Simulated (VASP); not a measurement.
# V: convergence, self-consistent run

V, Im-3m (no. 229), 1 atom in the cell. RevPBE; PAW potentials V_sv (PBE set). VASP 6.6.1.

Wanted: energy within 0.2 meV/atom; Fermi level within 0.005 eV.

What the run is for: comparing ways to start; Accuracy asked: tight.

POSCAR:
```
V
1.0
   -1.5143500000      1.5143500000      1.5143500000
    1.5143500000     -1.5143500000      1.5143500000
    1.5143500000      1.5143500000     -1.5143500000
V
1
Direct
    0.0000000000      0.0000000000      0.0000000000
```

## How the run starts (with a second run first, the time holds both)

| How the run starts (with a second run first, the time holds both) | Energy less reference (meV/atom) | Fermi level (eV) | Time (s) |
|---|---|---|---|
| from scratch: 13 SCF iterations | 0.00 | 9.4146 | 25 |
| density of a coarse mesh (ICHARG 1): 14 + 9 SCF iterations | 0.00 | 9.4147 | 25 |
| orbitals of a lower cutoff (ISTART 1): 13 + 5 SCF iterations | 0.00 | 9.4147 | 25 |
| orbitals of a loose run: 10 + 4 SCF iterations | 0.00 | 9.4146 | 21 |

Chosen: orbitals of a loose run: 10 + 4 SCF iterations; it saves 3.9 s of 25, so from scratch: 13 SCF iterations would do nearly as well.

## All choices together

| Input | Energy less reference (meV/atom) | Fermi level (eV) | Time (s) |
|---|---|---|---|
| chosen settings | 0.00 | 9.4146 | 21 |
| reference settings throughout | 0.00 | 9.4146 | 25 |

The tolerance is met.

## The input

INCAR.step1:
```
SYSTEM = V
GGA = RE
ISPIN = 2
MAGMOM = 2
LORBIT = 11
ISMEAR = 1
SIGMA = 0.1
LWAVE = .TRUE.
LCHARG = .TRUE.
ISIF = 2
PREC = Normal
LASPH = .TRUE.
LREAL = .FALSE.
ALGO = Normal
EDIFF = 0.001
NELM = 200
GGA_COMPAT = .FALSE.
ENCUT = 400
LMAXMIX = 4
```

INCAR.step2, as INCAR.step1 but for:
```
- LWAVE = .TRUE.
- LCHARG = .TRUE.
- PREC = Normal
- EDIFF = 0.001
+ LWAVE = .FALSE.
+ LCHARG = .FALSE.
+ PREC = Accurate
+ EDIFF = 1E-6
+ ISTART = 1
```

KPOINTS:
```
k-points
0
Gamma
  15 15 15
```

Commands (each step's output is kept before the next begins):
```
cat potpaw_PBE.64/V_sv/POTCAR > POTCAR
cp INCAR.step1 INCAR
mpirun -np 1 vasp_std > vasp.out
cp INCAR.step2 INCAR
mpirun -np 1 vasp_std > vasp.out
```

The chosen input took VASP 6.6.1 21 s on 1 core (AMD EPYC 7R43 (Zen 3)), a shared host.

## An input that fails: restart asked without its files

VASP's message: ERROR: charge density could not be read from file CHGCAR for ICHARG>10.

Changes against the starting input:
```
- NELM = 200
+ NELM = 60
+ ICHARG = 11
```
